Q: I have a relaxed cubic crystal of Sn₃Se and the results of deforming it along a body diagonal. Squeezing lowers the energy and stretching raises it. Isn't a relaxed crystal supposed to resist both?

Relaxed Cu₃Au-type Sn₃Se (Pm-3m, a = 4.726 Å), deformed along a body diagonal at fixed volume and fractional coordinates. Ansatz 0.2.0, plane-wave PAW, scalar-relativistic r2SCAN without spin polarisation, 500 eV cutoff, 12×12×12 k mesh, Gaussian smearing of 0.15 eV. Energies are free energies relative to the starting cell, and pressure is positive in compression.

| axial ratio (over its starting value) | energy change (meV/atom) | pressure (GPa) |
| --- | --- | --- |
| 0.5 | -325.7 | 1.73 |
| 0.71 | -41.9 | 1.54 |
| 1 | 0.0 | -0.09 |
| 1.41 | 171.5 | 6.12 |
| 2 | 1271.9 | 33.00 |

A: It resists small deformations if it is a true minimum, but these steps are large. The axial ratio is the length along the diagonal relative to the lengths across it, set to 1 for the starting cell. A ratio of 0.5 takes the crystal far enough to reach a different structure. Of the five cells, only the starting one has space group Pm-3m.

Q: Which structure does it reach?

A: Think of the starting cell as close-packed layers stacked along the diagonal. Each atom has twelve neighbours at 3.34 Å: six in its own layer, three in the layer above and three in the layer below. Squeezing brings the layers together and, because the volume is fixed, spreads the atoms within each layer. At ratio 0.5 the six neighbours in the other layers are at 2.98 Å and the six in the same layer have moved out to 4.21 Å. The atoms then sit on a simple cubic lattice, each with six neighbours at right angles.

Q: And stretching does the reverse?

A: Yes. The layers move apart and the atoms within each layer are pushed together. At ratio 1.41 the six neighbours in the layer are the close ones, again at 2.98 Å. They surround the atom in a flat hexagon, with 60° between one neighbour and the next.

Q: So both deformations give six short contacts of the same length. Does the chemistry of the contacts differ?

A: It doesn't. In either group of six, a selenium atom touches six tin atoms, and a tin atom touches four tin and two selenium atoms. Yet the cell at 0.5 lies about 500 meV/atom below the one at 1.41. The number, length and chemical make-up of the short contacts are therefore not what separates the two. What remains is their arrangement in space, together with the more distant neighbours, which also differ.

Q: Could a simple repulsion between neighbours still account for it?

A: I tried one that decays exponentially with distance and treats both groups of six alike. Its strength and range were adjusted to the two stretched cells; for the undisturbed cell it gives zero whatever they are. For ratio 0.5, which was not in the fit, it gives a rise of about 170 meV/atom, where the full calculation gives a fall of 326. It also has the wrong sign at 0.71. Two constants adjusted to two rows will match them almost whatever the physics, so I use the model only to show what repulsion between neighbours leaves out; the printed analysis follows this text.

Q: What does it leave out?

A: Attraction and the more distant neighbours, for a start, and its failure can't separate these from what I think matters most, the direction of the bonds. Tin brings two valence p electrons and selenium four, which makes ten for the four atoms of the cell, or 2.5 per atom. The three p orbitals of an atom hold six electrons, so they are not far from half full. Such atoms often favour six neighbours at right angles, because each p orbital then points straight at two of them. Tin selenide in its rocksalt form, with exactly three p electrons per atom, has this kind of sixfold surrounding.

Q: And the flat hexagon doesn't suit them?

A: Less well, I expect, though the electron count matters. Two p orbitals lie in the plane and have to serve six directions, while the third points out of the plane, where no close neighbour sits. The hexagon also joins its atoms into triangles, which are expected to suit p shells that are less than half full, while right angles should win from half filling upward. At 2.5 electrons per atom the p orbitals alone may be close to the crossover, and mixing with the s orbitals may be what tips the balance. The close-packed starting cell has a related difficulty: its twelve directions are too many for three orbitals to point along. This is an argument from known chemistry. The calculation contains these effects, but no analysis of the bonds was made that would isolate them.

Q: On the stretched side the energy climbs very steeply, to 1272 meV/atom at ratio 2. Is that bonding as well?

A: There, crowding within the layers takes over. The pressure in the table is an average over directions, and the stress behind it is very uneven. At ratio 2 the crystal pushes outward across the axis with about 50 GPa, while along the axis it is under slight tension. The contacts within the layers have shrunk to 2.65 Å, and the likely source of the cost is the short-range repulsion between atoms pressed this close; the loss of the contacts between the layers, now at 4.59 Å, may add to it. With the volume and the ratio both fixed, the layers have no room to spread.

Q: The average pressure at 0.71 is only 1.5 GPa. Is that cell nearly relaxed, then?

A: No, the average hides two large stresses of opposite sign. Across the axis the cell pushes outward with 4.4 GPa, and along the axis it pulls inward with 4.1 GPa. It has already been squeezed, and it would go on shrinking along the axis if it were released. It is on its way to the simple cubic structure.

Q: Then the undisturbed cell must be on that slope too. Why did it relax there at all?

A: Symmetry holds it. In a cubic crystal the four body diagonals are equivalent, so the stress can't single out one of them, and the energy has zero slope along this path. That is true of the undisturbed cell and of the one at 0.5. Zero slope alone doesn't tell a valley from a hilltop, but the stress at 0.71 helps to decide.

Q: How do you get a slope from a stress?

A: Let u be the natural logarithm of the axial ratio. A small increase du lengthens the axis by the fraction 2du/3 and shortens each of the two directions across it by du/3. The energy per atom therefore changes by −(2/3)V(P∥ − P⊥)du, where V is the volume per atom and P∥ and P⊥ are the pressures along and across the axis. At ratio 0.71 this gives −(2/3) × 26.39 Å³ × (−4.113 − 4.366) GPa. With 160.2 GPa equal to 1 eV/Å³, the slope is 0.93 eV/atom per unit of u.

Q: Is that a lot?

A: It is between seven and eight times the average slope from there to the undisturbed cell. The energy has only 42 meV/atom left to climb, and at this rate it would have done so after a small part of the way. It very probably overshoots and comes down again. The five energies rise from row to row, but there seems to be a hump between two of them.

Q: How high is the hump?

A: The simplest curve with zero energy and zero slope at the undisturbed cell is E = au² + bu³. At ratio 0.71, u is −0.342; matching the energy and the slope there gives a ≈ 1650 and b ≈ 5850 meV/atom. The curve peaks at u = −2a/(3b) ≈ −0.19, which is a ratio of about 0.83. Its height there is au²/3, or about 19 meV/atom.

Q: How far do you trust that number?

A: As an order of magnitude. If the curve must also pass through the row at 0.5, the hump grows to 38 meV/atom; if it must pass through the row at 1.41 instead, it shrinks to 12. All three curves have a hump, but its height is uncertain by a factor of about three. One or two more cells between 0.71 and 1 would settle it.

Q: Why should there be a hump at all, if the right-angled structure is so much better?

A: A plausible reason is that the cost comes before the gain. The first part of the squeeze spoils the twelve equal contacts, while the angles between the new short ones are still far from 90°. They open from 60° in the starting cell to about 75° at ratio 0.71, where the energy is already lower than at the start. I have no separate calculation of the cost and the gain.

Q: So my relaxed crystal is a shallow valley with a deeper one next to it?

A: Along this path, yes, as far as five cells can show. The cell at 0.5 is probably the floor of the deeper valley, though none was calculated beyond it. It still has a pressure of 1.7 GPa, so it would gain a little more energy by expanding. Distortions that break the symmetry in other ways were not tried, and either structure might give way to one of them.

Q: What should I take from this when I look at another relaxed cell?

A: Vanishing forces and stress show that a structure is balanced, not that it is the best one nearby. In a cell like this one symmetry alone removes the forces and the uneven part of the stress, and the relaxation has only the volume left to adjust. If the atoms have roughly half-filled p shells and sit in a cubic close-packed arrangement, a squeeze along the body diagonal is worth a calculation, because it leads to six neighbours at right angles. The geometry of that path is the same for every such cell, but whether energy is gained, and how much, has to be calculated each time.

Output of the analysis:

```
Contacts and stress:
   row  six contacts in layer (Å)  six contacts between layers (Å)  pressure along axis (GPa)  pressure across axis (GPa)  energy slope per ln ratio (meV/atom)
   0.5                       4.21                            2.977                       1.73                        1.73                                     0
  0.71                      3.746                            3.065                     -4.113                       4.366                                   931
   1.0                      3.342                            3.342                      -0.09                       -0.09                                     0
  1.41                       2.98                            3.838                     -1.921                       10.14                                  1324
   2.0                      2.652                            4.594                     -1.293                       50.15                                  5648
Row 0.5 lies below row 1.41 by (meV/atom): 497.2
Shortest contact of row 0.5 less that of row 1.41 (Å): -0.002963
fit of energy_change on 3 rows (axial_ratio >= 1): coefficient of exp((d0 - din)/s) + exp((d0 - dout)/s) - 2 36.88 +/- 0.024, s 0.1917; rms 0.483, worst 1.41 0.829, leave-one-out rms 1899
  rows outside the fit (model, value, miss): 0.5 173.7, -325.7, 499; 0.71 87.17, -41.9, 129
Rise from row 1 to row 2 from the stress by Simpson rule (meV/atom): 1265
Rise from row 0.5 to row 1 from the stress by Simpson rule (meV/atom): 430.2
Mean slope from row 0.71 to row 1 (meV/atom per ln ratio): 122.3
Barrier above row 1 from rows 0.71 and 1 (meV/atom): 19.32
Barrier above row 1 from rows 0.5 and 0.71 and 1 (meV/atom): 38.45
Barrier above row 1 from rows 0.71 and 1 and 1.41 (meV/atom): 12.17
Axial ratio at the barrier from rows 0.71 and 1: 0.8289
```
